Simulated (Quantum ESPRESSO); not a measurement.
The system is MgO.

```
Mg O
1.0
     0.00000    2.09700    2.09700
     2.09700    0.00000    2.09700
     2.09700    2.09700    0.00000
Mg O
1 1
Direct
  0.00000 0.00000 0.00000
  0.50000 0.50000 0.50000
```

The cell is a database's computed one.

```yaml
Program: Quantum ESPRESSO 7.5
Task: phonons and Raman activities
Functional: PBEsol
Potentials_or_basis: GBRV 1.5 PBEsol
Cutoff: 612 eV
Density_cutoff: 4898 eV
k_mesh: 6 × 6 × 6, shifted
Occupations: fermi-dirac, width 0.05 eV
Spin: no spin polarisation
Mixing_beta: 0.5
Most_SCF_iterations: 120
SCF_threshold: 4e-10 Ry
```

The cell and the atoms were relaxed first, to 9.36 Å³/atom (a = 2.980 Å, b = 2.980 Å, c = 2.980 Å, α = 60.00°, β = 60.00°, γ = 60.00°), and the response was taken there.

The first run showed a gap, so the response started from a second, tighter run with fixed occupations.

**Question.** Which optical modes does the crystal have at the zone centre, and which show in infrared and Raman spectra?

**Answer.** The optical modes are T1u. Infrared active: T1u. None is Raman active.

Optical modes at Γ, degenerate ones joined, polar ones without the macroscopic field:
| cm⁻¹ | components | symmetry | active in | IR intensity, summed ((D/Å)²/amu) |
| --- | --- | --- | --- | --- |
| 386 | 3 | T1u | IR | 28.30 |

Non-resonant Raman activities from finite differences of the dielectric tensor, degenerate modes summed:
```
cm⁻¹  modes  symmetry  activity (Å⁴/amu)
 386      3       T1u                0.0
```
